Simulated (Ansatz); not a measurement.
Born–Oppenheimer molecular dynamics of a periodic cell of 16 atoms, WC (start crystal WC, start structure P-6m2, volume 1.1 times the crystal's). It goes on from the last frame of an earlier run, with new velocities.

The calculation used DFT PBE, scalar-relativistic, plane waves, PAW in Ansatz 0.2.0. Settings: accuracy low, PAW set soft_1, cutoff 420 eV, k mesh 2x2x2, fermi-dirac smearing 0.17 eV, no spin polarisation.

```
ensemble             : NVT, Langevin thermostat
time step            : 1 fs
steps asked          : 289
set temperature      : 1600 K
friction             : 0.02 /fs
temperature schedule : 217 steps to 300 K, then 72 steps to 300 K
seed                 : 493544
```

Frames 10 fs apart, positions in Å.

Velocities at 80.0 fs (Å/ps):

```
W 1.35 0.79 2.65
C -1.13 0.31 8.64
W 1.49 -1.46 -4.79
C 4.52 0.36 12.82
W -1.12 3.59 -0.40
C -17.92 -12.90 7.44
W -1.66 -1.62 3.08
C 23.38 -10.02 2.58
W 4.15 -3.86 2.70
C -18.63 2.38 3.92
W -1.66 -1.62 -0.28
C -7.31 10.06 2.33
W 1.47 2.34 -3.83
C 3.81 3.36 -0.38
W 1.71 0.47 -4.17
C -1.86 -1.43 -9.04
```

```xyz
16
Lattice="-2.9549 -5.1181 0.0000 4.4324 -2.5591 0.0000 0.0000 0.0000 5.7954" Properties=species:S:1:pos:R:3 time_fs=80.0 energy_less_start_eV=-1.205 T=1339
W 0.011 -5.111 0.222
C 1.558 -4.163 1.866
W 0.067 -4.878 3.204
C 1.561 -4.042 4.693
W -1.315 -2.279 0.221
C 0.100 -1.440 1.864
W -1.295 -2.343 3.265
C 0.264 -1.512 4.607
W 1.560 -2.454 0.305
C 3.097 -1.589 1.707
W 1.688 -2.328 3.168
C 3.167 -1.413 4.586
W 0.193 0.176 0.336
C -1.384 -3.946 1.822
W 0.110 0.301 3.223
C -1.327 -4.033 4.568
16
Lattice="-2.9549 -5.1181 0.0000 4.4324 -2.5591 0.0000 0.0000 0.0000 5.7954" Properties=species:S:1:pos:R:3 time_fs=90.0 energy_less_start_eV=-0.523 T=967
W 0.031 -5.105 0.258
C 1.543 -4.163 1.949
W 0.083 -4.883 3.156
C 1.618 -4.043 4.770
W -1.334 -2.248 0.211
C -0.056 -1.587 1.868
W -1.319 -2.343 3.289
C 0.350 -1.568 4.654
W 1.596 -2.481 0.334
C 2.933 -1.512 1.735
W 1.672 -2.358 3.170
C 3.095 -1.420 4.599
W 0.209 0.204 0.310
C -1.360 -3.922 1.788
W 0.131 0.298 3.181
C -1.351 -4.035 4.596
16
Lattice="-2.9549 -5.1181 0.0000 4.4324 -2.5591 0.0000 0.0000 0.0000 5.7954" Properties=species:S:1:pos:R:3 time_fs=100.0 energy_less_start_eV=-0.887 T=1060
W 0.057 -5.092 0.311
C 1.596 -4.191 1.888
W 0.090 -4.882 3.126
C 1.651 -4.035 4.766
W -1.360 -2.223 0.218
C 0.005 -1.685 1.744
W -1.350 -2.328 3.279
C 0.226 -1.561 4.719
W 1.625 -2.477 0.359
C 2.938 -1.431 1.768
W 1.648 -2.385 3.171
C 3.142 -1.541 4.591
W 0.225 0.222 0.299
C -1.384 -4.001 1.722
W 0.150 0.269 3.155
C -1.381 -4.041 4.684
16
Lattice="-2.9549 -5.1181 0.0000 4.4324 -2.5591 0.0000 0.0000 0.0000 5.7954" Properties=species:S:1:pos:R:3 time_fs=110.0 energy_less_start_eV=-1.473 T=1240
W 0.099 -5.063 0.358
C 1.620 -4.095 1.701
W 0.103 -4.892 3.134
C 1.624 -4.033 4.646
W -1.385 -2.217 0.248
C 0.152 -1.598 1.611
W -1.365 -2.309 3.260
C 0.110 -1.487 4.673
W 1.632 -2.462 0.370
C 3.061 -1.490 1.811
W 1.619 -2.395 3.163
C 3.217 -1.605 4.668
W 0.208 0.223 0.290
C -1.355 -4.068 1.679
W 0.157 0.246 3.123
C -1.381 -4.058 4.682
16
Lattice="-2.9549 -5.1181 0.0000 4.4324 -2.5591 0.0000 0.0000 0.0000 5.7954" Properties=species:S:1:pos:R:3 time_fs=120.0 energy_less_start_eV=-1.270 T=1087
W 0.140 -5.023 0.387
C 1.603 -4.047 1.617
W 0.116 -4.909 3.154
C 1.523 -4.092 4.544
W -1.381 -2.234 0.283
C 0.276 -1.445 1.586
W -1.363 -2.306 3.225
C 0.092 -1.426 4.617
W 1.629 -2.442 0.359
C 3.199 -1.603 1.852
W 1.592 -2.416 3.170
C 3.153 -1.571 4.702
W 0.182 0.226 0.285
C -1.278 -4.114 1.652
W 0.171 0.213 3.091
C -1.354 -4.037 4.671
16
Lattice="-2.9549 -5.1181 0.0000 4.4324 -2.5591 0.0000 0.0000 0.0000 5.7954" Properties=species:S:1:pos:R:3 time_fs=130.0 energy_less_start_eV=-1.528 T=793
W 0.182 -4.991 0.383
C 1.565 -4.128 1.680
W 0.123 -4.923 3.166
C 1.496 -4.134 4.553
W -1.361 -2.260 0.322
C 0.276 -1.371 1.646
W -1.361 -2.317 3.184
C 0.040 -1.433 4.568
W 1.621 -2.417 0.323
C 3.204 -1.632 1.768
W 1.577 -2.441 3.188
C 3.038 -1.478 4.675
W 0.149 0.217 0.265
C -1.172 -4.111 1.681
W 0.190 0.187 3.086
C -1.306 -4.010 4.637
16
Lattice="-2.9549 -5.1181 0.0000 4.4324 -2.5591 0.0000 0.0000 0.0000 5.7954" Properties=species:S:1:pos:R:3 time_fs=140.0 energy_less_start_eV=-2.186 T=1111
W 0.208 -4.950 0.355
C 1.668 -4.191 1.780
W 0.137 -4.930 3.186
C 1.599 -4.077 4.671
W -1.337 -2.300 0.339
C 0.170 -1.501 1.731
W -1.351 -2.313 3.150
C 0.047 -1.481 4.575
W 1.615 -2.391 0.287
C 3.076 -1.577 1.664
W 1.571 -2.458 3.211
C 2.990 -1.450 4.668
W 0.123 0.210 0.244
C -1.201 -4.086 1.696
W 0.197 0.186 3.094
C -1.309 -4.023 4.543
16
Lattice="-2.9549 -5.1181 0.0000 4.4324 -2.5591 0.0000 0.0000 0.0000 5.7954" Properties=species:S:1:pos:R:3 time_fs=150.0 energy_less_start_eV=-1.610 T=910
W 0.230 -4.922 0.302
C 1.708 -4.196 1.826
W 0.158 -4.926 3.212
C 1.709 -3.995 4.713
W -1.332 -2.354 0.348
C 0.098 -1.650 1.808
W -1.340 -2.311 3.130
C 0.147 -1.549 4.596
W 1.602 -2.374 0.262
C 2.978 -1.504 1.628
W 1.575 -2.481 3.212
C 3.094 -1.496 4.636
W 0.107 0.192 0.233
C -1.282 -4.031 1.705
W 0.204 0.168 3.114
C -1.426 -4.075 4.506
16
Lattice="-2.9549 -5.1181 0.0000 4.4324 -2.5591 0.0000 0.0000 0.0000 5.7954" Properties=species:S:1:pos:R:3 time_fs=160.0 energy_less_start_eV=-1.887 T=859
W 0.244 -4.906 0.245
C 1.614 -4.085 1.785
W 0.172 -4.918 3.232
C 1.744 -4.079 4.649
W -1.320 -2.396 0.338
C 0.122 -1.683 1.800
W -1.332 -2.332 3.115
C 0.231 -1.553 4.648
W 1.586 -2.367 0.241
C 3.001 -1.457 1.702
W 1.587 -2.494 3.214
C 3.169 -1.537 4.570
W 0.110 0.171 0.222
C -1.366 -4.042 1.722
W 0.195 0.148 3.144
C -1.400 -4.135 4.585
16
Lattice="-2.9549 -5.1181 0.0000 4.4324 -2.5591 0.0000 0.0000 0.0000 5.7954" Properties=species:S:1:pos:R:3 time_fs=170.0 energy_less_start_eV=-1.809 T=777
W 0.246 -4.883 0.191
C 1.466 -4.011 1.718
W 0.180 -4.926 3.244
C 1.644 -4.158 4.599
W -1.324 -2.436 0.310
C 0.171 -1.617 1.725
W -1.325 -2.362 3.112
C 0.179 -1.551 4.647
W 1.570 -2.378 0.233
C 3.113 -1.481 1.774
W 1.600 -2.493 3.205
C 3.180 -1.536 4.545
W 0.117 0.135 0.208
C -1.471 -4.110 1.737
W 0.177 0.136 3.177
C -1.283 -4.082 4.704
16
Lattice="-2.9549 -5.1181 0.0000 4.4324 -2.5591 0.0000 0.0000 0.0000 5.7954" Properties=species:S:1:pos:R:3 time_fs=180.0 energy_less_start_eV=-1.453 T=613
W 0.244 -4.865 0.160
C 1.449 -4.027 1.662
W 0.194 -4.928 3.233
C 1.603 -4.178 4.531
W -1.325 -2.482 0.281
C 0.143 -1.466 1.692
W -1.324 -2.397 3.106
C 0.092 -1.548 4.641
W 1.565 -2.402 0.233
C 3.167 -1.560 1.750
W 1.617 -2.491 3.199
C 3.168 -1.532 4.566
W 0.133 0.109 0.203
C -1.447 -4.133 1.734
W 0.165 0.129 3.192
C -1.224 -4.041 4.681
16
Lattice="-2.9549 -5.1181 0.0000 4.4324 -2.5591 0.0000 0.0000 0.0000 5.7954" Properties=species:S:1:pos:R:3 time_fs=190.0 energy_less_start_eV=-1.930 T=617
W 0.232 -4.867 0.156
C 1.554 -4.077 1.678
W 0.202 -4.939 3.210
C 1.640 -4.137 4.560
W -1.314 -2.518 0.253
C 0.066 -1.430 1.683
W -1.329 -2.428 3.100
C 0.071 -1.569 4.586
W 1.578 -2.436 0.241
C 3.128 -1.626 1.720
W 1.639 -2.480 3.184
C 3.146 -1.546 4.641
W 0.157 0.100 0.205
C -1.300 -4.110 1.751
W 0.156 0.122 3.200
C -1.230 -4.078 4.564
```

Of the whole run (289 fs, mean temperature of the second half 559 K): The schedule's set-point averaged 409 K over the second half and the system 559 K, so it lags behind the ramp. A run of 0.29 ps of so small a system gives no equilibrium averages. Limits of this set-up: coarse k mesh, low accuracy level.

Run time: 25 min on 1 thread of Arm Neoverse V1, on a shared host, peak memory 0.51 GiB.
